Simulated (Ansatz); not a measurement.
## How far is PAW off for ZnS?

```
CELL_PARAMETERS angstrom
0.00000 2.70465 2.78579
2.70465 0.00000 2.78579
2.70465 2.70465 0.00000
ATOMIC_POSITIONS crystal
Zn 0.00000 0.00000 0.00000
S 0.75000 0.75000 0.75000
```

Atoms are numbered in the order listed.

The conventional cell has a = 3.825 Å, b = 3.825 Å, c = 5.572 Å, α = 90.00°, β = 90.00°, γ = 90.00°. Around Zn (atom 1) lie 4 S at 2.37 Å. Around S (atom 2) lie 4 Zn at 2.37 Å.

The cell is COD entry 9000107, as deposited and not checked against the literature; nothing was relaxed. The listed cell was then made from it by scaling, straining or moving an atom.

Levels of theory: DFT, PBE, PAW with Ansatz's default frozen-core files, scalar-relativistic (Ansatz 0.2.0); DFT, PBE, all-electron PAW with datasets made for the crystal, scalar-relativistic (Ansatz 0.2.0); DFT, PBE, all-electron LAPW, scalar-relativistic (Ansatz 0.2.0).

For PAW: a Γ-centred 8×8×8 k mesh, Fermi–Dirac smearing of 0.01 eV, cutoff 420 eV, no spin polarisation. The crystal-made all-electron datasets (AE datasets) take a cutoff of 280 eV at this cell. LAPW targets a basis error of 0.25 meV/atom. The Ansatz runs share mesh, smearing and spin set-up. Plane-wave (PAW) pressures include the program's estimate of the Pulay term.

Stress and pressure are positive in compression.

| quantity | PAW | AE datasets | LAPW |
| --- | --- | --- | --- |
| pressure (GPa) | -0.74 | -0.73 | -0.72 |
| stress xx (GPa) | -0.31 | -0.30 | -0.30 |
| stress zz (GPa) | -1.60 | -1.58 | -1.58 |
| band gap (eV) | 1.931 | 1.934 | 1.934 |
| field gradient Vzz at Zn1 (10²¹ V/m²) | -0.53 | -0.54 | – |
| field gradient Vzz at S2 (10²¹ V/m²) | 0.64 | 0.64 | – |
